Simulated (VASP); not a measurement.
The system is C.

```
C
1.0
     2.46100    0.00000    0.00000
    -1.23050    2.13129    0.00000
     0.00000    0.00000    6.70800
C
4
Direct
  0.00000 0.00000 0.25000
  0.33333 0.66667 0.25000
  0.00000 0.00000 0.75000
  0.33333 0.66667 0.75000
```

The cell was built by a generator and needn't be a form met in nature.

Base run:

| Quantity | Value |
| --- | --- |
| Program | VASP 6.6.1 |
| Functional | vdW-DF |
| Potentials or basis | VASP PAW PBE potentials, release 64 (C) |
| Cutoff | 520 eV |
| k mesh | 16 × 16 × 4 |
| Occupations | fermi-dirac, width 0.05 eV |
| Spin | no spin polarisation |

Its results: band gap on the k mesh 0.12 eV; pressure 7.1 GPa.

Problem. The run is repeated on the same cell with these changes: functional from vdW-DF to rev-vdW-DF2. What comes out?

Solution. Band gap on the k mesh 0.17 eV; pressure 2.0 GPa.

Caveats: the PAW data sets were made with another functional, which shifts forces and pressure a little.

A k mesh can miss the band edges.
